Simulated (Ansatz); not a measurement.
Task: Name a neutral molecule of C and H with size of the dipole moment (B3LYP/def2-TZVPP) between 0.20 and 0.50 D and LUMO energy (PBE/def2-TZVPP) between -0.75 and -0.45 eV (Ansatz, PBE0-D4/def2-TZVP geometry).

Result: `C1=C[C@H]2CC[C@@H]1C2` (0.36 D, -0.59 eV). Other molecules can fit too; these were computed, each in one conformer that needn't be the lowest.

B3LYP here is the variant with VWN-RPA as its local correlation; programs differ in this.
